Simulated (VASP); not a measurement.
Input of a VASP 6.6.1 run:

INCAR

```
PREC = Accurate
ENCUT = 520
EDIFF = 1E-7
ISMEAR = 0
SIGMA = 0.02
LREAL = False
LASPH = True
NELM = 80
ALGO = Fast
ISIF = 3
LWAVE = False
LCHARG = False
GGA = PE
IBRION = 2
NSW = 80
EDIFFG = -0.002
```

KPOINTS

```
regular mesh
0
Gamma
  4 4 4
```

Contents of POSCAR:

```
TaN                                     
1.0
    0.0000000000      2.2126539169      2.2126539169
    2.2126539169      0.0000000000      2.2126539169
    2.2126539169      2.2126539169      0.0000000000
  Ta              N             
     1     1
Direct
     0.5000000000000000    0.5000000000000000    0.5000000000000000
     0.0000000000000000    0.0000000000000000    0.0000000000000000
```

Potentials or basis: VASP PAW PBE potentials, release 64 (Ta_pv, N).

Run with:

```bash
$ cat potpaw_PBE.64/Ta_pv/POTCAR potpaw_PBE.64/N/POTCAR > POTCAR
$ mpirun -np 1 vasp_std > vasp.out
```

(1) Estimate the band gap on the k mesh.

## Answers

(1) none (metal or under the smearing width).

Caveat: the k mesh is coarse (spacing up to 0.61 Å⁻¹), so the values aren't converged; the relaxation stopped at its first step, so nothing moved.
